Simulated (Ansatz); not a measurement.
# BN (R3m) in Ansatz: single point with r2SCAN50+D4

Aim: the single point of BN with r2SCAN50+D4.

Everything below comes from runs of Ansatz 0.2.0. Logs are shortened: lines on timing, memory, paths and dates and some standing lists are left out, and cuts for length are marked.

## 1. The cell of the first run

The structure is trigonal, space group R3m (No. 160). Conventional cell: a = 2.535 Å, b = 2.535 Å, c = 10.252 Å, α = 90.00°, β = 90.00°, γ = 120.00°. N (site symmetry 3m) has 3 B at 1.46 Å as nearest neighbours. Around B (site symmetry 3m) lie 3 N at 1.46 Å.

The cell is a database's computed one.

## 2. Single point, r2SCAN50+D4 (volume scaled by 1.04)

input.yaml

```yaml
crystal:
  lattice:
    - [1.2675858, 0.7318410028, 3.4173202092]
    - [-1.2675858, 0.7318410028, 3.4173202092]
    - [0.0, -1.4636820056, 3.4173202092]
  atoms:
    - { symbol: "N", position: [0.6672382, 0.6672382, 0.6672382] }
    - { symbol: B, position: [0.0003288, 0.0003288, 0.0003288] }
hamiltonian:
  xc: r2scan50
  pseudopotentials: { kind: paw }
  dispersion: d4
kpoints:
  mp_grid: { grid: [6, 6, 6] }
scf:
  occupations: { method: fermi_dirac, width: 0.05 }
output:
  forces: true
  stress: true
  eigenvalues: true
  write_density: true
  write_potential: true
  elf: true
  volumetric_format: npy
```

Potentials or basis: Ansatz PAW.

The run is started by

```console
ansatz run input.yaml --threads 2 --pin off --max-ram 5632MiB --backend cpu --events-out ev --progress --plain --runs-dir out
```

Standard output:

```text
Warning: output.stress: scf.convergence.dr2_threshold = 1e-7 eV (the SCF's general default) is looser than the 2e-10 eV advised for a printed stress (1e-10 eV for each atom of the cell: 2). What an SCF threshold leaves in a stress goes as its square root, and in the free energy as the threshold itself, and one threshold admits the most on a small cell: of the crystals measured, under no hybrid functional and no lock of the moments, on runs that ended without the residual-converged pass, on stresses that held no estimate of that error, the worst erred by over 100 MPa in a component at 1e-7 eV an atom and by under 5 at 1e-10. Set scf.convergence.dr2_threshold to 2e-10 eV or tighter. The threshold is an SCF's pass mark: one that does not reach it within its budget of iterations ends unconverged, or closes short of it on a stop that the run arms, and scf.convergence.dr2_threshold's page says what that costs each kind of run
Warning: output.stress: scf.exx.energy_threshold = 1e-6 eV is looser than the 2e-8 eV advised for a stress under a hybrid functional (1e-8 eV for each atom of the cell: 2). Every SCF of the exchange loop can meet its threshold on dr2 while the loop round them stops early: no threshold on dr2 bounds what that leaves in the stress. Set scf.exx.energy_threshold to 2e-8 eV or tighter. The threshold is the loop's pass mark: a loop that does not reach it within its budget of cycles ends unconverged, and scf.exx.energy_threshold's page has the law
Warning: RAYON_NUM_THREADS=2 ignored (pool sized by the plan → 2); use --threads N
basis.fft_grid_basis auto: the FFT boxes are laid along the combinations [[1, -1, 0], [0, 1, 0], [0, -1, 1]] of the cell's own vectors, 2.535, 3.718 and 2.535 Å long. The dense box has 20×30×20 points. Along the cell's own vectors, as sized, it would have 30×30×30, 2.25 times as many. Of the 6 symmetry operations that the crystal satisfies within crystal.symmetry.tolerance (time reversal apart; of a slab, those that keep its plane) the dense box along the cell's own vectors carries 6, and the one as laid loses 4 of those. basis.fft_grid_basis: typed keeps the cell's own vectors: state it where this run's energies or levels are differenced outside the engine with another run's, or held beside a run that keeps those vectors. Those combinations have planes normal to reciprocal vector 3, as the cell's own vectors have. Each planar average written beside output.write_density, output.write_potential has a row for each plane of the box: 20. The volumetric files lie along those combinations, not along the cell's own vectors: a cube or XSF file states them, and fields.json those of NumPy files.
Engine: ansatz 0.2.0, x86_64-unknown-linux-gnu
Pseudopotentials: kind: paw
Pseudopotential: N, paw, valence charge 5, recommended cutoff 500 eV (meta_gga), N.paw.azcp
Pseudopotential: B, paw, valence charge 3, recommended cutoff 500 eV (meta_gga), B.paw.azcp
Functional definition: r2SCAN50
  parameter a = 0.5
  parameter k0 = 0.174
  parameter k1 = 0.065
  parameter a1 = 4.9479
  exchange = (1 - a)*r2scan_x(k0 = k0, k1 = k1, a1 = a1) + a*exact_x
  correlation = r2scan_c
Crystal: 2 atoms, lattice volume = 19.021 Å³
Basis set: ecut = 500 eV, 505 PW (Γ), FFT grids on a1−a2, a2, −a2+a3, exchange–correlation on 80×120×80 points (64 copies of the dense FFT grid, shifted against one another)
Bands: 8, of which v1, the nominal top of the filled ones, is band 4 counted from 1 (3 counted from 0)
Symmetry: 6 space group operations
Space group: R3m (ITA 160), of the structure as read, at distance tolerance 2.7e-5 Å
k-points: 32 of 216 (time reversal used)
Non-local potential: N, projectors of the file, l = 0: 2, l = 1: 2, l = 2: 1
Non-local potential: B, projectors of the file, l = 0: 2, l = 1: 2, l = 2: 1
PAW form: soft (Blöchl's): semilocal exchange-correlation on the pseudo side does not see the compensation charge
PAW frozen core: N, regenerated for the run's functional, and the local potential with it (the file was generated under x = pbe(κ = 0.804, μ = 0.2195149727645171), c = pbe(β = 0.06672455060314922))
PAW frozen core: B, regenerated for the run's functional, and the local potential with it (the file was generated under x = pbe(κ = 0.804, μ = 0.2195149727645171), c = pbe(β = 0.06672455060314922))
PAW one-centre angular grid: N, 302 points (default); XC on 160 Gauss nodes
PAW one-centre angular grid: B, 302 points (default); XC on 160 Gauss nodes
Initial density: superposition of atomic densities (neutral atoms: chi_scale 0, normalization atom), corrected by the library's trained network
Initial wavefunctions: pseudopotential atomic-orbital guess
Functional: x = r2scan, c = r2scan; τ floored in thin density (d = 2e-4 eV/Å³), warm-up for x = 0.5 r2scan + 0.5 exact, c = r2scan; τ floored in thin density (d = 2e-4 eV/Å³)
SCF iter   1: F=—  HF=-544.200500 eV  |F-HF|=—  |Δ(HF+E_count)|=         —  Δρ=8.27e-3  dr2=9.25e-3  dr2_τ=3.12e-1  ethr=1.77e-3  ⟨swp⟩=7.7  Hψ=1278  notcnv=0
preconditioner: auto → none  [insulator: Δε(μ)=4.775 eV  Ē_g=19.286 eV  σ=0.050 eV  W_gap=1.00  n_scr=2 (ndim 8)  ℏωp=24.1 eV  f_vac=0.011  D(μ)=0.00/eV (n_scr^D=0)]
SCF iter   2: F=-544.263198 eV  HF=-544.263459 eV  |F-HF|=2.60e-4  |Δ(HF+E_count)|=   6.30e-2  Δρ=5.00e-3  dr2=2.04e-3  dr2_τ=1.45e-4  ethr=1.16e-4  ⟨swp⟩=3.7  Hψ=738  notcnv=0  defer=5
SCF 1 stopped early in 2 iterations: F = -544.263198 eV  dr2 = 2.04e-3
Initial density: handed on by an earlier stage of this run
Initial wavefunctions: those handed on with the density
Functional: x = 0.5 r2scan + 0.5 exact, c = r2scan; τ floored in thin density (d = 2e-4 eV/Å³)
Frozen-core exchange: fock
SCF iter   1: F=—  HF=-543.798948 eV  |F-HF|=—  |Δ(HF+E_count)|=         —  Δρ=1.21e-2  dr2=1.56e-2  dr2_τ=5.70e-4  ethr=2.55e-4  ⟨swp⟩=4.7  Hψ=969  notcnv=0
preconditioner: auto → none  [insulator: Δε(μ)=8.347 eV  Ē_g=24.673 eV  σ=0.050 eV  W_gap=1.00  n_scr=2 (ndim 8)  ℏωp=24.1 eV  f_vac=0.010  D(μ)=0.00/eV (n_scr^D=0)]
SCF iter   2: F=—  HF=-543.792259 eV  |F-HF|=—  |Δ(HF+E_count)|=   6.69e-3  Δρ=5.33e-3  dr2=4.94e-3  dr2_τ=1.89e-4  ethr=1.77e-4  ⟨swp⟩=2.0  Hψ=512  notcnv=0
SCF iter   3: F=—  HF=-543.801849 eV  |F-HF|=—  |Δ(HF+E_count)|=   9.59e-3  Δρ=2.09e-3  dr2=9.46e-4  dr2_τ=3.35e-5  ethr=2.85e-5  ⟨swp⟩=3.1  Hψ=651  notcnv=0
iter 4 solved again at ethr=7.61e-7 eV; its pass at ethr=7.84e-6 eV (dr2=6.09e-5 eV) is discarded
SCF iter   4: F=—  HF=-543.801643 eV  |F-HF|=—  |Δ(HF+E_count)|=   2.07e-4  Δρ=7.00e-4  dr2=2.57e-4  dr2_τ=1.61e-5  ethr=7.61e-7  ⟨swp⟩=2.0  Hψ=834  notcnv=0
Mixer restart at iter 4: flushing history
SCF iter   5: F=—  HF=-543.802307 eV  |F-HF|=—  |Δ(HF+E_count)|=   6.64e-4  Δρ=6.84e-4  dr2=8.86e-5  dr2_τ=2.28e-6  ethr=7.61e-7  ⟨swp⟩=3.2  Hψ=532  notcnv=0
SCF iter   6: F=—  HF=-543.802394 eV  |F-HF|=—  |Δ(HF+E_count)|=   8.64e-5  Δρ=4.75e-4  dr2=2.68e-5  dr2_τ=4.32e-7  ethr=5.60e-7  ⟨swp⟩=2.8  Hψ=430  notcnv=0  defer=1
SCF iter   7: F=—  HF=-543.802401 eV  |F-HF|=—  |Δ(HF+E_count)|=   7.80e-6  Δρ=2.80e-4  dr2=1.50e-5  dr2_τ=1.61e-6  ethr=2.79e-7  ⟨swp⟩=3.3  Hψ=529  notcnv=0
SCF iter   8: F=-543.802395 eV  HF=-543.802396 eV  |F-HF|=1.50e-6  |Δ(HF+E_count)|=   4.94e-6  Δρ=1.04e-4  dr2=1.84e-6  dr2_τ=4.63e-8  ethr=1.55e-7  ⟨swp⟩=2.1  Hψ=418  notcnv=0
SCF 2 stopped early in 8 iterations: F = -543.802395 eV  dr2 = 1.84e-6
  Residual-converged pass: ⟨swp⟩=3.8  Hψ=558  notcnv=0  max |occ|·‖R‖ = 6.6e-6 eV (tolerance 6.7e-6 eV)  dr2=1.69e-6  dr2_τ=3.50e-8  dr2_onsite=6.91e-8  max |Δocc| = 0.0e0
hybrid outer 1: dexx = +1.468e-2 eV, tail = 2.89e-5 eV
Frozen-core exchange: fock
SCF iter   1: F=—  HF=-543.802439 eV  |F-HF|=—  |Δ(HF+E_count)|=         —  Δρ=9.13e-5  dr2=1.06e-6  dr2_τ=2.29e-7  ethr=1.81e-6  ⟨swp⟩=3.9  Hψ=681  notcnv=0
preconditioner: auto → none  [insulator: Δε(μ)=8.476 eV  Ē_g=24.697 eV  σ=0.050 eV  W_gap=1.00  n_scr=2 (ndim 8)  ℏωp=24.1 eV  f_vac=0.012  D(μ)=0.00/eV (n_scr^D=0)]
SCF iter   2: F=—  HF=-543.802439 eV  |F-HF|=—  |Δ(HF+E_count)|=   4.34e-7  Δρ=3.86e-5  dr2=1.54e-7  dr2_τ=3.38e-8  ethr=1.20e-8  ⟨swp⟩=3.2  Hψ=524  notcnv=0
SCF iter   3: F=—  HF=-543.802439 eV  |F-HF|=—  |Δ(HF+E_count)|=   1.34e-7  Δρ=2.83e-5  dr2=8.23e-8  dr2_τ=4.00e-9  ethr=1.42e-9  ⟨swp⟩=3.1  Hψ=520  notcnv=0
SCF iter   4: F=—  HF=-543.802439 eV  |F-HF|=—  |Δ(HF+E_count)|=   2.21e-8  Δρ=1.14e-5  dr2=2.51e-8  dr2_τ=2.65e-9  ethr=9.83e-10  ⟨swp⟩=3.1  Hψ=523  notcnv=0
SCF iter   5: F=—  HF=-543.802439 eV  |F-HF|=—  |Δ(HF+E_count)|=   8.96e-9  Δρ=4.18e-6  dr2=2.56e-9  dr2_τ=6.90e-11  ethr=2.62e-10  ⟨swp⟩=2.3  Hψ=456  notcnv=0  defer=3
SCF iter   6: F=-543.802439 eV  HF=-543.802439 eV  |F-HF|=1.84e-11  |Δ(HF+E_count)|=   1.04e-9  Δρ=6.62e-7  dr2=2.59e-11  dr2_τ=2.53e-12  ethr=2.89e-11  ⟨swp⟩=3.3  Hψ=598  notcnv=0  defer=1
SCF 3 converged in 6 iterations: F = -543.802439 eV  dr2 = 2.59e-11
  Residual-converged pass: ⟨swp⟩=3.0  Hψ=474  notcnv=0  max |occ|·‖R‖ = 3.9e-7 eV (tolerance 4.4e-7 eV)  dr2=2.46e-11  dr2_τ=2.57e-12  dr2_onsite=4.24e-12  max |Δocc| = 0.0e0
hybrid outer 2: dexx = +9.962e-7 eV, tail = 2.52e-8 eV, Δε = 3.74e-3 eV (about 1.34e-4 eV left of the loop's levels), ΔF = 2.95e-4 eV/Å (tail 1.38e-4)
hybrid SCF converged: 2 outer / 14 inner (+2 warm-up), last move |dexx| = 9.96e-7 eV, tail = 2.52e-8 eV
Stability not checked: this state was not tested for a lower state beside it, because the functional holds exact exchange (a hybrid, or Hartree-Fock), whose exchange loop this test does not read (fock_operator; see scf.lower_state_search)
Free energy (F): -543.802439 eV
Frozen-core exchange: fock
Harris-Foulkes:  -543.802439 eV  (|F-HF|=1.84e-11)
Internal energy: -543.802439 eV  (E = F + TS)
E sigma→0 (E₀):  -543.802439 eV
Fermi energy:    5.962604 eV
--- Per-component energies (eV) ---
  E_band       = -54.921194
  E_kinetic    = 181.585685
  E_local      = -355.249817  (includes V_loc(G=0)·N_el)
  E_nonlocal   = 55.458964
  E_hartree    = 116.255607
  E_xc         = -49.582829
  E_vxc        = -64.975291  (∫ρ·V_xc dr)
  E_exx        = -45.230552  (= α·E_x^exact, valence–valence)
  E_paw        = -204.789445  (= ΣΔE_a)
  E_vpaw       = -15.654061  (= ΣTr[D̂ρ^β])
  E_aug_tail   = 0.000017  (compensation charges beyond the density's cutoff)
  E_vtau       = 1.863456  (kinetic-family band-sum trace: ∫τ·v_τ [+ j·A + Jᵃ·Aᵃ] dr)
  E_ewald      = -242.000416
  E_disp       = -0.161567  (pairwise vdW)
  E_core_change = -0.088086  (= ΣΔE_core)
  E_smearing   = -0.000000  (= −TS)
  E_closure    = -0.000000  (closes the sum)
  Σ components = -543.802439   (vs F -543.802439, Δ=-1.14e-13)
--- Forces (eV/Å), atoms counted from 1 ---
  atom   1  N     -0.00000000    -0.00000000    -0.01336132
  atom   2  B      0.00000000     0.00000000     0.01341881
  max |Σ_I F_I| component: 5.75e-5 eV/Å
--- Stress (GPa, compression-positive) ---
      -24.712396      -0.000000       0.000000
       -0.000000     -24.712396      -0.000000
        0.000000      -0.000000      -1.139053
  P = ⅓ Tr σ = -16.8546 GPa (-168.546 kbar)
--- Band table (eV; the first three rows and the last of 32) ---
  k-point 0: bands = ["-19.6590", "-3.1533", "-0.0657", "-0.0657", "10.6190", "18.3657", "18.3657", "20.7263"]
  k-point 1: bands = ["-19.0366", "-2.4857", "-2.3510", "-1.0556", "11.7180", "17.9632", "18.6213", "20.8101"]
  k-point 2: bands = ["-17.3777", "-6.6087", "-2.6030", "-0.5156", "13.4828", "15.1394", "17.7053", "23.8912"]
  k-point 31: bands = ["-19.3904", "-5.3847", "-0.0869", "-0.0869", "16.5142", "18.2791", "18.2791", "18.5718"]
```

Wall time 36 s (2 threads of Intel Xeon at 2.50GHz (Skylake/Cascade Lake), shared host); peak memory 0.8 GiB.

Results:

```
Free energy            : -543.8024 eV
Pressure               : -16.9 GPa
Largest force          : 0.013 eV/Å
Band gap on the k mesh : 8.48 eV, indirect (least direct gap 9.18 eV)
```

Forces on the atoms (eV/Å):
```
N    0.000  0.000 -0.013
B    0.000  0.000  0.013
```

Caveat: the k mesh is coarse (spacing up to 0.49 Å⁻¹), so the values aren't converged, least of all with exact exchange; so large a pressure means that the cell lies far from this level's equilibrium, or that cutoff or potentials fall short; the PAW data sets come from PBE, with cores solved anew for the run's functional, which leaves a small shift of forces and pressure; the thresholds are loose for stress.
